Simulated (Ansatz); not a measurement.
BeTe built on the zincblende prototype, relaxed with r2SCAN: 5 runs in the PAW code Ansatz, each a calculation of independent-particle optics. Space group F-43m (No. 216), cubic; a = 5.657 Å in the conventional setting, 22.63 Å³ an atom. Around Be lie 4 Te at 2.45 Å; around Te lie 4 Be at 2.45 Å. Calculated for a static, non-magnetic cell.

```xyz
2
Lattice="0.0000 2.8286 2.8286 2.8286 0.0000 2.8286 2.8286 2.8286 0.0000" Properties=species:S:1:pos:R:3 pbc="T T T"
Be    0.0000    0.0000    0.0000
Te    1.4143    1.4143    1.4143
```

On meshes this coarse, single peaks can be features of the mesh. No local fields, no excitons; the zone sum runs over the cells of the mesh, and ε∞ includes the bands left out of the spectrum. Up to four peaks are listed, those above 15 % of the tallest and inside the complete range; the four can differ from row to row. Rows marked drawn have settings drawn at random (some not listed).

```
functional  k mesh  broadening (eV)    scissors (eV)  range (eV)  settings  direct gap on the mesh before scissors (eV)  ε∞ xx  ε∞ yy  ε∞ zz  complete up to (eV)  tallest peaks of mean ε₂ (eV)
       PBE   8×8×8              0.1             0.00        0–14    chosen                                         3.64   7.96   7.96   7.96                 14.0                      5.00 5.70
    r2SCAN   8×8×8              0.1             0.00        0–14    chosen                                         4.04   7.11   7.11   7.11                 14.0                      5.45 6.15
       LDA   8×8×8              0.1             0.00        0–14    chosen                                         3.59   8.08   8.08   8.08                 14.0                      4.95 5.70
       PBE   8×8×8              0.1  0.85 (to HSE06)        0–14    chosen                                         3.64   7.01   7.01   7.01                 14.0                      5.85 6.55
       PBE   4×4×4             0.15             0.00        2–15     drawn                                         3.63   8.00   8.00   8.00                 15.0                           5.00
```

The fundamental gap is indirect (2.02 eV with PBE on 8×8×8); the table holds the direct one.

Spin-orbit coupling is left out, which matters wherever the heavy atoms make up the band edges.
